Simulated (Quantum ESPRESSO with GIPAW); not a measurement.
# GaN: how strain moves the 15N line

GIPAW runs (PBEsol, plane-wave PAW from pslibrary 1.0.0 recipes, cutoffs 70 and 420 Ry, one 10×10×6 mesh for all shielding runs; Quantum ESPRESSO with GIPAW, a patched development version; no spin-orbit coupling, no macroscopic shape term) on GaN, space group P6_3mc before straining. The cell below is strained in the basal plane, with the c axis held, and the atoms are relaxed in pw.x at each strain, zero included.

```xyz
4
Lattice="3.1800 0.0000 0.0000 -1.5900 2.7540 0.0000 0.0000 0.0000 5.1660" Properties=species:S:1:pos:R:3 pbc="T T T"
Ga    1.5900    0.9180    2.5777
Ga    0.0000    1.8360   -0.0053
N     1.5900    0.9180    4.5256
N     0.0000    1.8360    1.9426
```

The cell is an entry of the Crystallography Open Database; it need not be the form that is stable at ambient conditions.

The bonds are those of N (atom 3; bound to Ga4). One row is withheld.

```csv
strain (%),mean bond (Å),σ_iso Ga (ppm),σ_iso N (ppm),span N (ppm)
-1.5,1.9245,1311.91,123.76,10.4
-1.125,1.9294,1318.03,120.66,10.3
-0.75,1.9342,1324.09,117.45,10.2
0,1.9440,1336.15,110.68,10.1
+0.75,1.9538,?,?,?
+1.5,1.9637,1359.73,95.58,10.4
```

**Task.** Fit σ_iso of N against strain, judge whether a straight line is enough, and predict the withheld row at +0.75 %.

1. With n = 5: Σx = -1.875, Σy = 568.13, Σx² = 6.3281, Σxy = -266.100.

2. Slope b = (nΣxy − ΣxΣy)/(nΣx² − (Σx)²) = -9.43 ppm per %, intercept a = (Σy − bΣx)/n = 110.09 ppm.

3. Residuals (run less line), in the order of the table: -0.48, -0.04, +0.29, +0.59, -0.36 ppm. They bend in one sense; the largest is 2.1 % of the range of σ, so a quadratic term is needed: σ = 110.67 − 9.390 x − 0.445 x², with residuals of 0.01 ppm or less.

4. At +0.75 % (inside the fitted range) the line gives 103.02 ppm and the parabola 103.38 ppm.

5. The run gives:

```csv
strain (%),mean bond (Å),σ_iso Ga (ppm),σ_iso N (ppm),span N (ppm)
+0.75,1.9538,1348.01,103.40,10.1
```

Prediction less run: the line misses by -0.38 ppm, the parabola by -0.02 ppm. By the parabola, a strain of +1 % changes σ of N by -9.84 ppm and one of −1 % by +8.94 ppm; the mean slope is -9.43 ppm per %, or 7.2 ppm for 0.01 Å of mean bond length. The shift moves the opposite way, scaled by the slope of a reference line. Over the table σ of Ga goes from 1311.91 to 1359.73 ppm. Zero strain is the database's lattice with relaxed atoms, not this functional's rest cell, and neither cutoff nor mesh was tested for the slopes. The omitted shape term, common to all sites, changes with strain too. This build of gipaw.x prints that it is not audited and that its numbers are no references by themselves. The relaxations ran on cheaper settings and stop at small residual forces, which adds noise that small residuals can't be told from. pw.x warned of eigenvalues not converged in some cycles of these runs, which then met the threshold.

[Banner, clock, file and message-heading lines were taken out of the pw.x and gipaw.x logs.]

[Logs are printed without paths, hosts, clocks, repeated set-up lines and the standing remarks that a program may print on its own settings, such as how far it seeks lower states.]

[Hosts, paths, dates, database ids (printed as entryN), source tags and the programs' standing remarks are cut or masked in the printed files.]
